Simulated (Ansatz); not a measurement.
**In (fcc type): how the settings move a relaxation**

Question: which choices in the input matter for In (fcc type)?

Method: reference: DFT, PBE, PAW with Ansatz's default frozen-core files, scalar-relativistic, in Ansatz 0.2.0.

**1. Starting point**

The structure is cubic, space group Fm-3m (No. 225). The conventional cell has a = 4.279 Å, b = 4.279 Å, c = 4.279 Å, α = 90.00°, β = 90.00°, γ = 90.00°. In (site symmetry m-3m) has 12 In at 3.03 Å as nearest neighbours.

As a file:

```
In
1.0
     0.00000    2.13942    2.13942
     2.13942    0.00000    2.13942
     2.13942    2.13942    0.00000
In
1
Direct
  0.00000 0.00000 0.00000
```

**2. The reference run**

input.yaml reads:

```yaml
crystal:
  lattice:
    - [0.0, 2.1394200102, 2.1394200102]
    - [2.1394200102, 0.0, 2.1394200102]
    - [2.1394200102, 2.1394200102, 0.0]
  atoms:
    - { symbol: In, position: [0.0, 0.0, 0.0] }
kpoints:
  mp_grid: { grid: [15, 15, 15] }
scf:
  occupations: { method: fermi_dirac, width: 0.05 }
hamiltonian:
  xc: pbe
  pseudopotentials: { kind: paw }
output:
  forces: true
  stress: true
relax:
  f_tol: 0.005
  max_steps: 80
  cell: {}
```

Launch:

```bash
$ ansatz run input.yaml --threads 1 --pin off --max-ram 2048MiB --backend cpu --events-out ev --progress --plain --runs-dir out
```

**3. Changed: dispersion d3bj**

Changes to input.yaml since step 2:

```diff
@@ -14,2 +14,3 @@
   pseudopotentials: { kind: paw }
+  dispersion: d3bj
 output:
@@ -17,2 +18,6 @@
   stress: true
+  write_density: true
+  write_potential: true
+  elf: true
+  volumetric_format: npy
 relax:
```

What does the calculation give? Wanted: for each run, ending; energy change; pressure; gap; force.

The runs gave:

```csv
run,ending,energy change,pressure (GPa),gap (eV),force (eV/Å),cycles,time
reference,converged,0,0.0,0.00,0.00,41,15 s
1: dispersion d3bj,converged,-330.7 meV/atom (offset of the dispersion model),0.0,0.00,0.00,36,15 s
```

Times don't compare one to one where runs were asked for different outputs or read a saved state (see the inputs); cycles may leave out searches for a lower state.

What this shows: The energy moves by -330.7 meV/atom, nearly all of it the dispersion term itself (-340.3 meV/atom); that offset belongs to the model and is no gain or loss of stability; the final volume goes from 27.50 to 26.01 Å³.
